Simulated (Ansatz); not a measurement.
TiAl3:

```
Ti Al
1.0
     3.95567    0.00000    0.00000
     0.00000    3.95567    0.00000
     0.00000    0.00000    3.95567
Ti Al
1 3
Direct
  0.00000 0.00000 0.00000
  0.00000 0.50000 0.50000
  0.50000 0.00000 0.50000
  0.50000 0.50000 0.00000
```

The cell comes from a database or a generator and needn't be the stable form of this composition.

Base run:

| Item | Value |
| --- | --- |
| Program | Ansatz 0.2.0 |
| Functional | LDA |
| Potentials or basis | all-electron LAPW, scalar-relativistic |
| Cutoff | 182 eV |
| Density cutoff | 730 eV |
| Basis error allowed | 0.002 eV/atom |
| k mesh | 7 × 7 × 7 |
| Occupations | fermi-dirac, width 0.05 eV |
| Spin | no spin polarisation |

Its results: pressure -3.8 GPa.

Q: The run is repeated on the same cell with these changes: functional from LDA to PBEsol. What comes out?

A: Pressure -0.6 GPa.

PBEsol binds less tightly than LDA, so the same cell stands under more pressure.

Not every run made on this cell is shown here.
